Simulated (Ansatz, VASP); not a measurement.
## Two plane-wave programs on ZnS

INCAR

```
PREC = Accurate
ENCUT = 520
EDIFF = 1E-7
ISMEAR = 0
SIGMA = 0.05
LREAL = False
LASPH = True
NELM = 60
ALGO = Normal
ISIF = 2
LWAVE = False
LCHARG = False
GGA = PE
NBANDS = 26
```

Contents of KPOINTS:

```
regular mesh
0
Gamma
  12 12 4
```

File POSCAR:

```
ZnS
1.0
    3.8454929889      0.0000000000      0.0000000000
   -1.9227464944      3.3302946184      0.0000000000
    0.0000000000      0.0000000000      6.3053333047
Zn S
2 2
Direct
    0.4097056770      0.7048528385      0.0195899619
    0.6666666667      0.3333333333      0.5052197899
    0.3333333333      0.6666666667      0.3797802101
    0.6666666667      0.3333333333      0.8797802101
```

Input for Ansatz:

```yaml
crystal:
  lattice:
    - [3.8454929889, 0.0, 0.0]
    - [-1.9227464944, 3.3302946184, 0.0]
    - [0.0, 0.0, 6.3053333047]
  atoms:
    - { symbol: Zn, position: [0.409705677, 0.7048528385, 0.0195899619] }
    - { symbol: Zn, position: [0.6666666667, 0.3333333333, 0.5052197899] }
    - { symbol: S, position: [0.3333333333, 0.6666666667, 0.3797802101] }
    - { symbol: S, position: [0.6666666667, 0.3333333333, 0.8797802101] }
basis:
  ecutwfc: 420
kpoints:
  mp_grid: { grid: [12, 12, 4] }
hamiltonian:
  xc: pbe
scf:
  occupations: { method: gaussian, width: 0.05 }
output:
  forces: true
  stress: true
  eigenvalues: true
```

Alike in both runs: task single point; functional PBE; k mesh 12 × 12 × 4; occupations gaussian, width 0.05 eV; no spin polarisation.

|  | VASP | Ansatz |
| --- | --- | --- |
| version | VASP 6.6.1 | Ansatz 0.2.0 |
| potentials or method | VASP PAW PBE potentials, release 64 (Zn, S) | scalar-relativistic, plane waves, PAW |
| plane-wave cutoff (eV) | 520 | 420 |
| valence electrons in the cell | 36 | 36 |

|  | VASP | Ansatz | Ansatz less VASP |
| --- | --- | --- | --- |
| gap on the k mesh at the Fermi level (eV) | 1.94 | 1.93 | -0.005 |
| least direct gap on the mesh (eV) | 1.94 | 1.93 | -0.005 |
| pressure (GPa) | 0.9 | 0.7 | -0.15 |
| largest component of the traceless stress (GPa) | 0.92 | 0.90 | -0.026 |
| rms of the force components (eV/Å) | 0.337 | 0.334 | -0.0035 |

Atom by atom the forces differ by 0.004 eV/Å (rms over components). With one functional, cell and mesh, what is left measures potentials, basis and numerics.

A k mesh can miss the band edges.
